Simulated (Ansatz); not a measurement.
# Ge: a trial structure relaxed, part 3 of 3

Aim: relax a trial structure of Ge and see where it ends.

Ansatz 0.2.0; DFT PBE, scalar-relativistic, plane waves, PAW. The steps go on from the part before.

### Step 4. Full relaxation

The end of the coarse run is made exact in the group found at a tolerance of 0.06 Å and reduced to its primitive cell.

The input, input.yaml:

```yaml
crystal:
  lattice:
    - [3.7839089781, 2.1846408671, 4.2278071286]
    - [-3.7839089781, 2.1846408671, 4.2278071286]
    - [0.0, -4.3692817341, 4.2278071286]
  atoms:
    - { symbol: Ge, position: [0.75, 0.75, 0.75] }
    - { symbol: Ge, position: [0.25, 0.25, 0.25] }
    - { symbol: Ge, position: [0.0, 0.0, 0.0] }
    - { symbol: Ge, position: [0.5, 0.5, 0.5] }
    - { symbol: Ge, position: [0.0962928326, 0.4037071674, 0.75] }
    - { symbol: Ge, position: [0.75, 0.0962928326, 0.4037071674] }
    - { symbol: Ge, position: [0.4037071674, 0.75, 0.0962928326] }
    - { symbol: Ge, position: [0.25, 0.9037071674, 0.5962928326] }
    - { symbol: Ge, position: [0.9037071674, 0.5962928326, 0.25] }
    - { symbol: Ge, position: [0.5962928326, 0.25, 0.9037071674] }
basis:
  ecutwfc: 420
kpoints:
  mp_grid: { grid: [6, 6, 6] }
hamiltonian:
  xc: pbe
scf:
  occupations: { method: gaussian, width: 0.1 }
output:
  forces: true
  stress: true
  eigenvalues: true
  write_density: true
  write_potential: true
  elf: true
  volumetric_format: npy
relax:
  adjacent_minimum: "off"
  f_tol: 0.01
  max_steps: 80
  cell: { stress_tol: 0.05 }
```

Launch:

```bash
$ ansatz run input.yaml --threads 1 --pin off --max-ram 2560MiB --backend cpu --events-out ev --progress --plain --runs-dir out
```

Standard output:

```text
Warning: RAYON_NUM_THREADS=1 ignored (pool sized by the plan → 1); use --threads N
Engine: ansatz 0.2.0, x86_64-unknown-linux-gnu
Pseudopotentials: kind: paw
Pseudopotential: Ge, paw, valence charge 14, recommended cutoff 420 eV (normal), Ge.paw.azcp
Functional definition: PBE
  parameter kappa = 0.804
  parameter beta = 0.06672455060314922
  exchange = pbe_x(kappa = kappa, mu = beta*pi^2/3)
  correlation = pbe_c(beta = beta)
Crystal: 10 atoms, lattice volume = 209.695 Å³
Basis set: ecut = 420 eV, 4089 PW (Γ), exchange–correlation on 90×90×90 points (8 copies of the dense FFT grid, shifted against one another)
Bands: 84, of which v1, the nominal top of the filled ones, is band 70 counted from 1 (69 counted from 0)
Symmetry: 12 space group operations
Space group: R-3c (ITA 167), of the structure as read, at distance tolerance 5.9e-5 Å
k-points: 32 of 216
Non-local potential: Ge, projectors of the file, l = 0: 2, l = 1: 2, l = 2: 3, l = 3: 1
PAW form: soft (Blöchl's): semilocal exchange-correlation on the pseudo side does not see the compensation charge
PAW one-centre angular grid: Ge, 590 points (default); XC on 64 Gauss nodes
Initial density: superposition of atomic densities (neutral atoms: chi_scale 0, normalization atom), corrected by the library's trained network
Initial wavefunctions: pseudopotential atomic-orbital guess
Functional: x = pbe(κ = 0.804, μ = 0.2195149727645171), c = pbe(β = 0.06672455060314922)
SCF iter   1: F=—  HF=-42946.034768 eV  |F-HF|=—  |Δ(HF+E_count)|=         —  Δρ=1.83e-3  dr2=6.41e-3  ethr=1.77e-3  ⟨swp⟩=5.5  Hψ=9233  notcnv=0  defer=6
preconditioner: auto → Kerker (q_TF=auto, 2.551 Å⁻¹)  [metal: Δε(μ)=0.059 eV  Ē_g=21.796 eV  σ=0.100 eV  W_gap=0.32  n_scr=50 (ndim 8)  ℏωp=30.3 eV  f_vac=0.000  D(μ)=4.55/eV (n_scr^D=26)]
SCF iter   2: F=—  HF=-42946.031664 eV  |F-HF|=—  |Δ(HF+E_count)|=   3.10e-3  Δρ=1.14e-3  dr2=2.89e-3  ethr=4.58e-6  ⟨swp⟩=2.0  Hψ=4704  notcnv=0  defer=12
SCF iter   3: F=—  HF=-42946.032048 eV  |F-HF|=—  |Δ(HF+E_count)|=   3.84e-4  Δρ=5.96e-4  dr2=5.59e-4  ethr=2.07e-6  ⟨swp⟩=2.0  Hψ=4708  notcnv=0  defer=12
SCF iter   4: F=—  HF=-42946.031613 eV  |F-HF|=—  |Δ(HF+E_count)|=   4.35e-4  Δρ=2.33e-4  dr2=7.67e-5  ethr=3.99e-7  ⟨swp⟩=2.0  Hψ=4709  notcnv=0  defer=12
SCF iter   5: F=—  HF=-42946.031495 eV  |F-HF|=—  |Δ(HF+E_count)|=   1.18e-4  Δρ=4.71e-5  dr2=5.02e-6  ethr=5.48e-8  ⟨swp⟩=2.0  Hψ=4710  notcnv=0  defer=12
SCF iter   6: F=—  HF=-42946.031498 eV  |F-HF|=—  |Δ(HF+E_count)|=   2.64e-6  Δρ=1.49e-5  dr2=3.24e-7  ethr=3.59e-9  ⟨swp⟩=3.0  Hψ=4940  notcnv=0  defer=12
SCF iter   7: F=—  HF=-42946.031498 eV  |F-HF|=—  |Δ(HF+E_count)|=   8.67e-8  Δρ=7.88e-6  dr2=8.53e-8  ethr=7.14e-11  ⟨swp⟩=10.5  Hψ=18389  notcnv=0
SCF iter   8: F=-42946.031498 eV  HF=-42946.031498 eV  |F-HF|=3.51e-8  |Δ(HF+E_count)|=   5.80e-8  Δρ=4.39e-6  dr2=2.42e-8  ethr=6.09e-11  ⟨swp⟩=7.1  Hψ=15283  notcnv=0
SCF 1 converged in 8 iterations: F = -42946.031498 eV  dr2 = 2.42e-8
relax step   1: F+E_penalty+E_count = -42946.03149755 eV  Δ(F+E_penalty+E_count) = +0.000e0 eV  max|allowed force component| = 1.399e-3 eV/Å  Δτ_max = 0.0000 Å  P = -0.027 GPa  Ω = 209.695 Å³  (8 SCF iters, dr2 threshold 1.00e-7 eV, accepted)
[... from here on, the SCF cycles and remarks between the steps are left out ...]
relax step   2: F+E_penalty+E_count = -42946.04017863 eV  Δ(F+E_penalty+E_count) = -8.681e-3 eV  max|allowed force component| = 4.854e-3 eV/Å  Δτ_max = 0.0047 Å  P = +0.264 GPa  Ω = 207.815 Å³  energy of the carried Pulay correction = +3.402e-4 eV  (5 SCF iters, dr2 threshold 5.96e-7 eV, accepted)
relax step   3: F+E_penalty+E_count = -42946.05805290 eV  Δ(F+E_penalty+E_count) = -1.787e-2 eV  max|allowed force component| = 4.597e-3 eV/Å  Δτ_max = 0.0141 Å  P = -0.998 GPa  Ω = 209.119 Å³  energy of the carried Pulay correction = +1.942e-4 eV  (7 SCF iters, dr2 threshold 5.33e-7 eV, accepted)
relax step   4: F+E_penalty+E_count = -42946.13321697 eV  Δ(F+E_penalty+E_count) = -7.516e-2 eV  max|allowed force component| = 5.620e-2 eV/Å  Δτ_max = 0.0059 Å  P = +0.280 GPa  Ω = 201.976 Å³  energy of the carried Pulay correction = +1.493e-3 eV  (5 SCF iters, dr2 threshold 1.00e-6 eV, accepted)
relax step   5: F+E_penalty+E_count = -42946.06889537 eV  Δ(F+E_penalty+E_count) = +6.432e-2 eV  max|allowed force component| = 7.235e-2 eV/Å  Δτ_max = 0.0717 Å  P = -0.029 GPa  Ω = 201.151 Å³  energy of the carried Pulay correction = +1.713e-3 eV  (6 SCF iters, dr2 threshold 7.24e-7 eV, rejected (line search))
relax step   6: F+E_penalty+E_count = -42946.13696474 eV  Δ(F+E_penalty+E_count) = -3.748e-3 eV  max|allowed force component| = 6.309e-2 eV/Å  Δτ_max = 0.0495 Å  P = -0.446 GPa  Ω = 203.980 Å³  energy of the carried Pulay correction = +1.153e-3 eV  (10 SCF iters, accepted)
relax step   7: F+E_penalty+E_count = -42946.14547700 eV  Δ(F+E_penalty+E_count) = -8.512e-3 eV  max|allowed force component| = 3.461e-3 eV/Å  Δτ_max = 0.0217 Å  P = -0.037 GPa  Ω = 202.120 Å³  energy of the carried Pulay correction = +1.492e-3 eV  (5 SCF iters, dr2 threshold 1.00e-6 eV, accepted)
relax step   8: F+E_penalty+E_count = -42946.14568541 eV  Δ(F+E_penalty+E_count) = -2.084e-4 eV  max|allowed force component| = 1.345e-3 eV/Å  Δτ_max = 0.0001 Å  P = -0.016 GPa  Ω = 202.161 Å³  energy of the carried Pulay correction = +1.481e-3 eV  (5 SCF iters, dr2 threshold 1.87e-8 eV, accepted)
relax step   9: F+E_penalty+E_count = -42946.14575575 eV  Δ(F+E_penalty+E_count) = -7.034e-5 eV  max|allowed force component| = 1.166e-3 eV/Å  Δτ_max = 0.0000 Å  P = +0.011 GPa  Ω = 202.161 Å³  stress off target by 2.46e-2 GPa  SCF on the basis re-selected at this cell (its energy is not comparable with the rows above)  (9 SCF iters)
basis re-selected at this cell: Δ(F+E_penalty+E_count) = -7.034e-5 eV, ΔP = +0.026 GPa vs the last step (what re-selecting the basis moved, of the pressure what is left beyond the Pulay correction that the steps carried, after the strain that the cell walked since its last selection, with what the two solves' SCF thresholds leave and, on support functions, any second-order correction that the steps lacked; it is no measure of the basis error at this ecutwfc). The dense FFT grid was sized anew with the basis: this SCF ran on 40×40×40 points, the steps before it on 45×45×45, so part of this shift can come from that change (see relax.cell in the input reference). This SCF's stress stands 2.46e-2 GPa from its target on what of the cell is left free (relax.cell.stress_tol is 5.00e-2 GPa) and its largest allowed force component is 1.17e-3 eV/Å (relax.f_tol is 1.00e-2 eV/Å): within both
SCF converged after 9 iterations
Free energy (F): -42946.145756 eV
Harris-Foulkes:  -42946.145756 eV  (|F-HF|=0.00e0)
Internal energy: -42946.118210 eV  (E = F + TS)
E sigma→0 (E₀):  -42946.131983 eV
Entropy (-TS):   -0.027546 eV (-2.755 meV/atom)
Fermi energy:    10.065636 eV
--- Per-component energies (eV) ---
  E_band       = -1269.627561
  E_kinetic    = 1098.633577
  E_local      = -22150.356346  (includes V_loc(G=0)·N_el)
  E_nonlocal   = 4151.776341
  E_hartree    = 9668.073555
  E_xc         = -753.634279
  E_vxc        = -642.026611  (∫ρ·V_xc dr)
  E_paw        = -20163.153946  (= ΣΔE_a)
  E_vpaw       = -3063.804806  (= ΣTr[D̂ρ^β])
  E_aug_tail   = 0.003073  (compensation charges beyond the density's cutoff)
  E_ewald      = -14797.460185
  E_smearing   = -0.027546  (= −TS)
  E_closure    = -0.000000  (closes the sum)
  Σ components = -42946.145756   (vs F -42946.145756, Δ=0.00e0)
--- Forces (eV/Å), atoms counted from 1 ---
  atom   1  Ge     0.00000000     0.00000000    -0.00000000
  atom   2  Ge    -0.00000000     0.00000000     0.00000000
  atom   3  Ge     0.00000000     0.00000000    -0.00000000
  atom   4  Ge     0.00000000     0.00000000    -0.00000000
  atom   5  Ge    -0.00116555    -0.00000000     0.00000000
  atom   6  Ge     0.00058278    -0.00100940     0.00000000
  atom   7  Ge     0.00058278     0.00100940    -0.00000000
  atom   8  Ge    -0.00058278     0.00100940    -0.00000000
  atom   9  Ge     0.00116555     0.00000000    -0.00000000
  atom  10  Ge    -0.00058278    -0.00100940     0.00000000
  max |Σ_I F_I| component: 1.25e-17 eV/Å
--- Stress (GPa, compression-positive) ---
        0.024582       0.000000       0.000000
        0.000000       0.024582      -0.000000
       -0.000000      -0.000000      -0.016927
  P = ⅓ Tr σ = 0.0107 GPa (0.107 kbar)
--- Band table (eV; the first three rows and the last of 32) ---
  k-point 0: bands = ["-14.7098", "-14.7098", "-14.7073", "-14.6882", "-14.6882", "-14.6875", "-14.6734", "-14.6734", "-14.6709", "-14.6709", "-14.6645", "-14.6645", "-14.6634", "-14.6634", "-14.6617", "-14.6590", "-14.6583", "-14.6579", "-14.6579", "-14.6523", "-14.6509", "-14.6509", "-14.6485", "-14.6470", "-14.6433", "-14.6404", "-14.6404", "-14.6335", "-14.6335", "-14.6291", "-14.6288", "-14.5863", "-14.5863", "-14.5752", "-14.5695", "-14.5695", "-14.5543", "-14.5543", "-14.5405", "-14.5405", "-14.5379", "-14.5342", "-14.5342", "-14.5181", "-14.5181", "-14.5102", "-14.5102", "-14.5024", "-14.5024", "-14.4691", "-2.7105", "0.7870", "0.9787", "1.5089", "1.5089", "1.7897", "1.7897", "3.5343", "4.5190", "4.9118", "5.9652", "6.0377", "6.0377", "6.8650", "6.8650", "7.3586", "7.3586", "8.3323", "8.3323", "8.6335", "10.9108", "11.5279", "11.5707", "11.5707", "11.7148", "11.7148", "11.7838", "14.2985", "14.2985", "14.4460", "14.6186", "15.3222", "15.3985", "15.6901"]
[... 3 lines left out ...]
--- Relaxed structure (8 steps of the walk, 7 accepted, 1 SCFs on fresh bases) ---
  F+E_penalty+E_count = -42946.14575575 eV   max|allowed force component| = 1.166e-3 eV/Å   (the final SCF, on the basis selected at the relaxed cell)
  cell:  # Å, volume = 202.1613 Å³
    - [3.9723623134406902, 2.2934444509982868, 3.698364094459053]
    - [-3.9723623134406902, 2.2934444509982868, 3.698364094459053]
    - [-1.0512832571619099e-33, -4.586888901952833, 3.6983640944861755]
  atoms:
    - { symbol: Ge, position: [0.7500000000000001, 0.7500000000000001, 0.7500000000000001] }
    - { symbol: Ge, position: [0.24999999999999997, 0.24999999999999997, 0.25] }
    - { symbol: Ge, position: [4.27737307303829e-20, -3.0710156952865103e-21, -3.970271503448035e-20] }
    - { symbol: Ge, position: [0.49999999999999994, 0.49999999999999994, 0.5] }
    - { symbol: Ge, position: [0.0909237669335507, 0.4090762330664493, 0.75] }
    - { symbol: Ge, position: [0.7499999999999998, 0.0909237669335507, 0.4090762330664493] }
    - { symbol: Ge, position: [0.40907623306644936, 0.75, 0.09092376693355075] }
    - { symbol: Ge, position: [0.2500000000000001, 0.9090762330664492, 0.5909237669335508] }
    - { symbol: Ge, position: [0.9090762330664492, 0.5909237669335506, 0.25] }
    - { symbol: Ge, position: [0.5909237669335505, 0.25, 0.9090762330664495] }
```

It took 11 min on 1 thread of Intel Xeon at 2.50GHz (Skylake/Cascade Lake), shared host; peak memory 0.73 GiB.

The steps of the relaxation:

```
step  energy from step 1 (eV/cell)  largest force component (eV/Å)  pressure (GPa)  volume (Å³)
   1                        0.0000                          0.0014           -0.03       209.69
   2                       -0.0087                          0.0049            0.26       207.81
   3                       -0.0266                          0.0046           -1.00       209.12
   4                       -0.1017                          0.0562            0.28       201.98
   5                       -0.0374                          0.0724           -0.03       201.15
   6                       -0.1055                          0.0631           -0.45       203.98
   7                       -0.1140                          0.0035           -0.04       202.12
   8                       -0.1142                          0.0013           -0.02       202.16
   9                       -0.1143                          0.0012            0.01       202.16
```

Step 1 is the start. Step 9 repeats the geometry before it on a plane-wave basis chosen anew for that cell, so its energy need not be comparable with the rows above. Step 5 was tried and not accepted.

Lengths and angles in the start's conventional setting:

|  | before | after | change |
| --- | --- | --- | --- |
| a (Å) | 7.568 | 7.945 | +5.0 % |
| b (Å) | 7.568 | 7.945 | +5.0 % |
| c (Å) | 12.683 | 11.095 | -12.5 % |
| volume (Å³/atom) | 20.97 | 20.22 | -3.6 % |
| shortest distance (Å) | 2.621 | 2.709 | +3.4 % |
| space group (0.01 Å) | R-3c | R-3c | same |

Forces and stress were held to the start's 12 operations: a distortion of lower symmetry was not tested.

The maps below are laid out on this run's own conventional cell (a, b, c = 7.945, 7.945, 11.095 Å).

Density in a lattice plane of the grid's cell (edges 7.94 and 11.10 Å, at 0.000 of the third edge), which holds Ge.

Values in e/Å³, 12 rows by 8 columns:
```
 0.53  0.16  0.07  0.07  0.15 11.89  1.66  0.22
 0.53  0.17  0.23  0.42  0.14  0.37  0.26  0.18
53.80  0.44  1.08 23.98  0.19  0.07  0.08  0.36
 0.53  0.17  0.23  0.42  0.14  0.37  0.26  0.18
 0.53  0.16  0.07  0.07  0.15 11.89  1.66  0.22
56.44  0.40  0.28  0.35  0.13  0.35  0.28  0.40
 0.53  0.22  1.66 11.89  0.15  0.07  0.07  0.16
 0.53  0.18  0.26  0.37  0.14  0.42  0.23  0.17
53.80  0.36  0.08  0.07  0.19 23.98  1.08  0.44
 0.53  0.18  0.26  0.37  0.14  0.42  0.23  0.17
 0.53  0.22  1.66 11.89  0.15  0.07  0.07  0.16
56.44  0.40  0.28  0.35  0.13  0.35  0.28  0.40
```
Columns run along the first of these edges and rows up along the second, over one cell in 8 and 12 even steps from the bottom left corner. Atoms in the plane (fractional): Ge at (0.00, 0.75), Ge at (0.00, 0.25), Ge at (0.00, 0.00), Ge at (0.00, 0.50), Ge at (0.34, 0.75), Ge at (0.33, 0.42), Ge at (0.33, 0.08), Ge at (0.67, 0.58), Ge at (0.66, 0.25), Ge at (0.67, 0.92).

ELF in the same plane.

Ten even steps from ' ' (0.02) to '@' (0.55):
```
--++##++--======--++##==  --%%%%##++
%%##++....::::::::++##::  ..####**##
%%##++--==######**==####**####++++##
--++##%%%%**--++##++--**##**==++##++
--..##@@%%::    ####::..::::::**##..
--++##%%%%**--++##++--**##**==++##++
%%##++--==######**==####**####++++##
%%##++....::::::::++##::  ..####**##
--++##++--======--++##==  --%%%%##++
**..##%%%%########==########%%%%##..
--++##%%%%--  ==##++--======--++##++
%%##**####..  ::##++::::::::....++##
%%##++++####**####==**######==--++##
--++##++==**##**--++##++--**%%%%##++
--..##**::::::..::####    ::%%@@##..
--++##++==**##**--++##++--**%%%%##++
%%##++++####**####==**######==--++##
%%##**####..  ::##++::::::::....++##
--++##%%%%--  ==##++--======--++##++
**..##%%%%########==########%%%%##..
```
Columns run along the first of these edges and rows up along the second, over one cell in 18 and 20 even steps from the bottom left corner. Atoms in the plane (fractional): Ge at (0.00, 0.75), Ge at (0.00, 0.25), Ge at (0.00, 0.00), Ge at (0.00, 0.50), Ge at (0.34, 0.75), Ge at (0.33, 0.42), Ge at (0.33, 0.08), Ge at (0.67, 0.58), Ge at (0.66, 0.25), Ge at (0.67, 0.92).

Both are smooth fields of the valence electrons: close to the nuclei they are not physical.

Outside the cores ELF peaks at 0.56 on the Ge–Ge line, 1.3 Å from Ge; 0.46 beside Ge, off the lines to its neighbours, 1.2 Å from Ge.

### Step 5. Variant: symmetry.detect false

The input, input.yaml:

```yaml
crystal:
  lattice:
    - [3.9723623134, 2.293444451, 3.6983640945]
    - [-3.9723623134, 2.293444451, 3.6983640945]
    - [0.0, -4.586888902, 3.6983640945]
  atoms:
    - { symbol: Ge, position: [0.75, 0.75, 0.75] }
    - { symbol: Ge, position: [0.25, 0.25, 0.25] }
    - { symbol: Ge, position: [0.0, 0.0, 0.0] }
    - { symbol: Ge, position: [0.5, 0.5, 0.5] }
    - { symbol: Ge, position: [0.0909237669, 0.4090762331, 0.75] }
    - { symbol: Ge, position: [0.75, 0.0909237669, 0.4090762331] }
    - { symbol: Ge, position: [0.4090762331, 0.75, 0.0909237669] }
    - { symbol: Ge, position: [0.25, 0.9090762331, 0.5909237669] }
    - { symbol: Ge, position: [0.9090762331, 0.5909237669, 0.25] }
    - { symbol: Ge, position: [0.5909237669, 0.25, 0.9090762331] }
  symmetry: { detect: false }
basis:
  ecutwfc: 420
kpoints:
  mp_grid: { grid: [6, 6, 6] }
hamiltonian:
  xc: pbe
scf:
  occupations: { method: gaussian, width: 0.1 }
output:
  forces: true
  eigenvalues: true
  stress: true
```

Launch:

```bash
$ ansatz run input.yaml --threads 1 --pin off --max-ram 2560MiB --backend cpu --events-out ev --progress --plain --runs-dir out
```

Standard output (excerpt; [...] marks lines left out):

```text
Warning: RAYON_NUM_THREADS=1 ignored (pool sized by the plan → 1); use --threads N
[...]
[... 3 set-up lines as earlier in the session ...]
[...]
Crystal: 10 atoms, lattice volume = 202.161 Å³
Basis set: ecut = 420 eV, 3943 PW (Γ), exchange–correlation on 80×80×80 points (8 copies of the dense FFT grid, shifted against one another)
[...]
  atom   5  Ge    -0.00116510     0.00000002     0.00000004
  atom   6  Ge     0.00058250    -0.00100902     0.00000000
  atom   7  Ge     0.00058257     0.00100900    -0.00000002
  atom   8  Ge    -0.00058249     0.00100899    -0.00000001
[...]
--- Stress (GPa, compression-positive) ---
        0.024597       0.000000      -0.000000
        0.000000       0.024597       0.000000
       -0.000000       0.000000      -0.016930
  P = ⅓ Tr σ = 0.0108 GPa (0.108 kbar)
--- Band table (eV; the first three rows and the last of 112) ---
[...]
```

Run time: 5.1 min. Hardware: 1 thread of Intel Xeon at 2.50GHz (Skylake/Cascade Lake), shared host; peak memory 1.3 GiB.

| run | ending | energy change | pressure (GPa) | gap (eV) | force (eV/Å) | cycles | time |
| --- | --- | --- | --- | --- | --- | --- | --- |
| step 4 | converged | 0 | 0.0 | 0.00 | 0.00 | - | 11 min |
| variant | converged | 0.0 meV/atom | 0.0 | 0.00 | 0.00 | 8 | 5.1 min |

Same state: the changed use of symmetry leaves the energy within 0.5 meV/atom.

### Step 6. Outcome

What follows sums up all 3 parts. Changes of volume or cell count from the first structure of part 1.

| quantity | value |
| --- | --- |
| symmetry at the end (tolerance 0.05 Å) | space group R-3c (No. 167) |
| conventional cell | a = 7.945 Å, b = 7.945 Å, c = 11.095 Å, α = 90.00°, β = 90.00°, γ = 120.00° |
| volume | 20.22 Å³/atom |
| energy over the standard state | +0.37 eV/atom |
| gap on the mesh | none (metal) |

The space group R-3c (No. 167) is kept, and the volume per atom grows by 20.8 % from the first guess. It lies above the element's standard state, so it is metastable at best. No finished test with a distortion of lower symmetry is shown, so the end may be a saddle point.
